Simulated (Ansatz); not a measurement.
# Al16HO24: the cost of one run

Program: Ansatz 0.2.0. Level of theory: DFT PBE, plane waves, PAW, scalar-relativistic, collinear spin. These are calculated values, not measurements.

## Step 1: The structure to begin with

The cell holds 41 atoms (Al16HO24): a = 11.793 Å, b = 5.815 Å, c = 5.615 Å, α = 90.00°, β = 75.94°, γ = 90.00°.

The coordinates stand in the first input below.

## Step 2: Relaxing end A

The input, input.yaml:

```yaml
crystal:
  lattice:
    - [-11.792804, 0.0, 0.0]
    - [0.0, -5.814954, 0.0]
    - [-1.364442, 0.0, 5.446859]
  atoms:
    - { symbol: Al, position: [0.5904721, 0.25, 0.2043537] }
    - { symbol: Al, position: [0.4095279, 0.25, 0.7956463] }
    - { symbol: Al, position: [0.8419676, 0.25, 0.3174621] }
    - { symbol: Al, position: [0.1580324, 0.25, 0.6825379] }
    - { symbol: O, position: [0.6606788, 0.25, 0.890986] }
    - { symbol: O, position: [0.3393212, 0.25, 0.109014] }
    - { symbol: O, position: [0.995216, 0.25, 0.7424538] }
    - { symbol: O, position: [0.004784, 0.25, 0.2575462] }
    - { symbol: O, position: [0.3265093, 0.25, 0.5669051] }
    - { symbol: O, position: [0.6734907, 0.25, 0.4330949] }
    - { symbol: Al, position: [0.0904721, 0.0, 0.2043537] }
    - { symbol: Al, position: [0.9095279, 0.0, 0.7956463] }
    - { symbol: Al, position: [0.3419676, 0.0, 0.3174621] }
    - { symbol: Al, position: [0.6580324, 0.0, 0.6825379] }
    - { symbol: O, position: [0.1606788, 0.0, 0.890986] }
    - { symbol: O, position: [0.8393212, 0.0, 0.109014] }
    - { symbol: O, position: [0.495216, 0.0, 0.7424538] }
    - { symbol: O, position: [0.504784, 0.0, 0.2575462] }
    - { symbol: O, position: [0.8265093, 0.0, 0.5669051] }
    - { symbol: O, position: [0.1734907, 0.0, 0.4330949] }
    - { symbol: Al, position: [0.5904721, 0.75, 0.2043537] }
    - { symbol: Al, position: [0.4095279, 0.75, 0.7956463] }
    - { symbol: Al, position: [0.8419676, 0.75, 0.3174621] }
    - { symbol: Al, position: [0.1580324, 0.75, 0.6825379] }
    - { symbol: O, position: [0.6606788, 0.75, 0.890986] }
    - { symbol: O, position: [0.3393212, 0.75, 0.109014] }
    - { symbol: O, position: [0.995216, 0.75, 0.7424538] }
    - { symbol: O, position: [0.004784, 0.75, 0.2575462] }
    - { symbol: O, position: [0.3265093, 0.75, 0.5669051] }
    - { symbol: O, position: [0.6734907, 0.75, 0.4330949] }
    - { symbol: Al, position: [0.0904721, 0.5, 0.2043537] }
    - { symbol: Al, position: [0.9095279, 0.5, 0.7956463] }
    - { symbol: Al, position: [0.3419676, 0.5, 0.3174621] }
    - { symbol: Al, position: [0.6580324, 0.5, 0.6825379] }
    - { symbol: O, position: [0.1606788, 0.5, 0.890986] }
    - { symbol: O, position: [0.8393212, 0.5, 0.109014] }
    - { symbol: O, position: [0.495216, 0.5, 0.7424538] }
    - { symbol: O, position: [0.504784, 0.5, 0.2575462] }
    - { symbol: O, position: [0.8265093, 0.5, 0.5669051] }
    - { symbol: O, position: [0.1734907, 0.5, 0.4330949] }
    - { symbol: H, position: [0.7485045, -0.0061452, 0.9009278], spin: 1.0 }
magnetization:
  spin_polarized: true
basis:
  ecutwfc: 420.0
kpoints:
  mp_grid: { grid: [1, 3, 3] }
hamiltonian:
  xc: pbe
  pseudopotentials: { kind: paw, azcp: { folder: soft_1 } }
scf:
  occupations: { method: fermi_dirac, width: 0.05 }
  lower_state_search: "off"
relax:
  f_tol: 0.03
  max_steps: 60
  adjacent_minimum: "off"
```

Started as:

```bash
ansatz run input.yaml --threads 4 --pin off --max-ram 10240MiB --backend cpu --events-out ev --progress --plain --runs-dir out
```

Q: Estimate wall time and peak memory on 4 threads of Arm Neoverse V2, shared host.

About 2.2 min, with a peak of 1.3 GiB.
